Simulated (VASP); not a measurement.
MgO under changes of volume

One of the cells (10.216 Å³/atom); the others are scaled copies at fixed shape and fractional positions:

```
CELL_PARAMETERS angstrom
2.95748 0.00000 0.00000
-1.47874 2.56125 0.00000
0.00000 0.00000 2.69743
ATOMIC_POSITIONS crystal
Mg 0.00000 0.00000 0.00000
O 0.33333 0.66667 0.50000
```

Measurements of this composition are mostly on another form, of space group No. 225.

* Program: VASP 6.6.1
* Functional: PBE
* Potentials or basis: VASP PAW PBE potentials, release 64 (Mg, O)
* Cutoff: 520 eV
* k mesh: 10 × 10 × 10
* Occupations: fermi-dirac, width 0.05 eV
* Spin: no spin polarisation

| volume (Å³/atom) | energy over the lowest point (meV/atom) | pressure (GPa) | gap on the mesh (eV) |
| --- | --- | --- | --- |
| 9.415 | ? | ? | ? |
| 9.615 | 5.02 | 5.5 | 3.32 |
| 9.816 | 0.00 | 2.2 | 3.16 |
| 10.216 | 1.08 | -3.3 | 2.86 |
| 10.417 | 6.45 | -5.6 | 2.72 |
| 10.617 | 14.64 | -7.8 | 2.58 |

Question: What does the run at 9.415 Å³/atom give?

Answer: Energy over the lowest point 14.27 meV/atom; pressure 9.0 GPa; gap on the mesh 3.48 eV.

Worked out: A Birch-Murnaghan fit of order 3 (a polynomial in V^(-2/3)) to the other rows has its minimum at 9.98 Å³/atom with B0 = V·E''(V) = 139 GPa and B' = 4.0 at fixed shape and positions, which overstates the stiffness. It gives 14.22 meV/atom at 9.415 Å³/atom, against the run's 14.27, and -dE/dV = 9.2 GPa, against 9.0. A straight line through the other rows of the gap, of slope -7.46 eV per unit of ln V, extrapolates to 3.47 eV, against the run's 3.48.

Energies are extrapolated to zero smearing.

A mesh can miss the band edges.
